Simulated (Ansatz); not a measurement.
Relax this structure to zero stress and force, keeping its symmetry:

```
Hf N
1.0
     0.00000    2.25600    2.25600
     2.25600    0.00000    2.25600
     2.25600    2.25600    0.00000
Hf N
1 1
Direct
  0.00000 0.00000 0.00000
  0.50000 0.50000 0.50000
```

Level of theory: DFT PBE, scalar-relativistic, plane waves, PAW (Ansatz 0.2.0).

Cutoff 420 eV; k points 16×16×16 on the computed 2-atom cell (Γ-centred); Gaussian smearing, width 0.10 eV; no spin polarisation.

Q: What does it relax to?

A: The volume goes up by 0.28 Å³/atom to 11.76 Å³/atom, and the energy falls by 5.5 meV/atom. Final structure:
```
CELL_PARAMETERS angstrom
0.00000 2.27390 2.27390
2.27390 0.00000 2.27390
2.27390 2.27390 0.00000
ATOMIC_POSITIONS crystal
Hf 0.00000 0.00000 0.00000
N 0.50000 0.50000 0.50000
```

Course of the relaxation (steps run on the plane waves of an earlier cell, and the basis is chosen afresh near the end, so energy and pressure can step there; trial steps that raised the energy were taken back; energies are free energies):

| step | E − E_final (meV/atom) | P (GPa) | V (Å³/atom) |
| --- | --- | --- | --- |
| 1 | 5.5 | 6.56 | 11.48 |
| 2 | 2.7 | -3.06 | 11.89 |
| 3 | 0.9 | -0.12 | 11.76 |
| 4 | 0.9 | 0.00 | 11.75 |
| 5 | 0.0 | 0.10 | 11.75 |
| 6 | 0.0 | 0.00 | 11.76 |
| 7 | 0.0 | 0.00 | 11.76 |

Spin–orbit coupling is left out, which can shift energies with elements as heavy as these. Spin polarisation was left out, and a magnetic state may lie lower.